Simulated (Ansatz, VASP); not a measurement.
**GaSb (rvv) in VASP and in Ansatz**

POSCAR

```
GaSb
1.0
    0.0000000000      3.0590000000      3.0590000000
    3.0590000000      0.0000000000      3.0590000000
    3.0590000000      3.0590000000      0.0000000000
Ga Sb
1 1
Direct
    0.0000000000      0.0000000000      0.0000000000
    0.2500000000      0.2500000000      0.2500000000
```

INCAR.step1

```
ALGO = Normal ; EDIFF = 1E-4
ENCUT = 600 ; GGA = PE
ISMEAR = 0 ; LASPH = T
LCHARG = F ; LREAL = F
LWAVE = T ; NELM = 100
PREC = Accurate ; SIGMA = 0.02
```

File INCAR.step2:

```
ALGO = Normal ; BPARAM = 11.95
CPARAM = 0.0093 ; EDIFF = 1E-6
EDIFFG = -0.002 ; ENCUT = 600
IBRION = 2 ; ISIF = 3
ISMEAR = 0 ; ISTART = 1
IVDW_NL = 2 ; LASPH = T
LCHARG = F ; LMIXTAU = T
LREAL = F ; LUSE_VDW = T
LWAVE = F ; METAGGA = R2SCAN
NELM = 100 ; NSW = 100
PREC = Accurate ; SIGMA = 0.02
```

The input KPOINTS:

```
k-points
0
Gamma
  10 10 10
```

Input for Ansatz:

```yaml
crystal:
  lattice:
    - [0.0, 3.059, 3.059]
    - [3.059, 0.0, 3.059]
    - [3.059, 3.059, 0.0]
  atoms:
    - { symbol: Ga, position: [0.0, 0.0, 0.0] }
    - { symbol: Sb, position: [0.25, 0.25, 0.25] }
basis:
  ecutwfc: 500
kpoints:
  mp_grid: { grid: [10, 10, 10] }
hamiltonian:
  xc: r2scan
  dispersion: rvv10
scf:
  occupations: { method: gaussian, width: 0.02 }
output:
  forces: true
  stress: true
  eigenvalues: true
relax:
  adjacent_minimum: "off"
  f_tol: 0.002
  max_steps: 80
  cell: { stress_tol: 0.02 }
```

Alike in both runs: task relaxation of cell and atoms; functional r2SCAN; dispersion rVV10; k mesh 10 × 10 × 10; occupations gaussian, width 0.02 eV; no spin polarisation.

```csv
,VASP,Ansatz
version,VASP 6.6.1,Ansatz 0.2.0
potentials or method,"VASP PAW PBE potentials, release 64 (Ga_d, Sb)","scalar-relativistic, plane waves, PAW"
plane-wave cutoff (eV),600,500
valence electrons in the cell,18,28
```

```csv
,VASP,Ansatz,Ansatz less VASP
"gap on the k mesh at the Fermi level, each at its own relaxed structure (eV)",0.48,0.51,+0.035
relaxed volume (Å³/atom),28.52,28.44,-0.080
relaxed cell length with the largest relative difference (Å),4.321,4.317,-0.0040
```

The two sets of potentials don't hold the same shells in valence.

Caveats: the PAW data sets were made with another functional, which shifts forces and pressure a little (VASP); spin-orbit coupling is left out, which moves the levels of the heavy elements.
